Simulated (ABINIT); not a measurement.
Runs of ABINIT 10.8.3 (patched build) on MgS (Niningerite). Symmetry: Fm-3m, No. 225, cubic system. The conventional cell has a = 5.203 Å, b = 5.203 Å, c = 5.203 Å, α = 90.00°, β = 90.00°, γ = 90.00°. S (site symmetry m-3m) is surrounded by 6 Mg at 2.60 Å. Around Mg (site symmetry m-3m) lie 6 S at 2.60 Å. 

```tsv
task	level	potentials or basis	cutoff (eV)	fine-grid cutoff	gap on the mesh (eV)	pressure (GPa)
band structure	PBEsol	JTH PAW PBE v2.0	544	1088.46 eV	2.83	-1.0
band structure	r2SCAN	JTH PAW PBE v2.0	653	1251.72 eV	3.61	0.1
band structure	TB-mBJ	JTH PAW LDA v2.0	653	1251.72 eV	(b)	-
band structure	LDA	JTH PAW LDA v2.0	544	1088.46 eV	(a)	-3.3
```

Alike in all rows: no spin polarisation; cell as given; k mesh 9 × 9 × 9; smearing fermi-dirac 0.05 eV.

Question: Estimate the missing entries.

Answer: (a) 2.70; (b) 4.09.

Caveats: the mesh misses the band edges, which the band path finds closer together; the PAW data sets were made with another functional, which shifts forces and pressure a little (some runs); the constant c of TB-mBJ comes from the pseudo density here, which moves gaps by up to 0.3 eV between sets of potentials (some runs).

Runs at the PBE level aren't shown here.
